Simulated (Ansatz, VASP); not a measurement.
**Two plane-wave programs on SiO2**

```
Si O
1.0
     4.47311    0.00000    0.00000
     0.00000    4.47311    0.00000
     0.00000    0.00000    2.66374
Si O
2 4
Direct
  0.50000 0.50000 0.50000
  0.00000 0.00000 0.00000
  0.69443 0.69443 0.00000
  0.19443 0.80557 0.50000
  0.30557 0.30557 0.00000
  0.80557 0.19443 0.50000
```

Alike in both runs: task single point; functional LDA; k mesh 6 × 6 × 10; occupations gaussian, width 0.05 eV; no spin polarisation.

|  | VASP | Ansatz |
| --- | --- | --- |
| version | VASP 6.6.1 | Ansatz 0.2.0 |
| potentials or method | VASP PAW LDA potentials, release 64 (Si, O) | scalar-relativistic, plane waves, PAW |
| plane-wave cutoff (eV) | 520 | 520 |
| valence electrons in the cell | 32 | 32 |

|  | VASP | Ansatz | Ansatz less VASP |
| --- | --- | --- | --- |
| gap on the k mesh at the Fermi level (eV) | 3.52 | 3.53 | +0.010 |
| least direct gap on the mesh (eV) | 3.52 | 3.53 | +0.010 |
| rms of the force components (eV/Å) | 0.726 | 0.751 | +0.0252 |

Atom by atom the forces differ by 0.025 eV/Å (rms over components). Ansatz warned: «pseudo_functional_mismatch».

Caveats: forces of over 1 eV/Å show positions far from the minimum, so gaps and moduli don't describe the material at rest. A k mesh can miss the band edges.
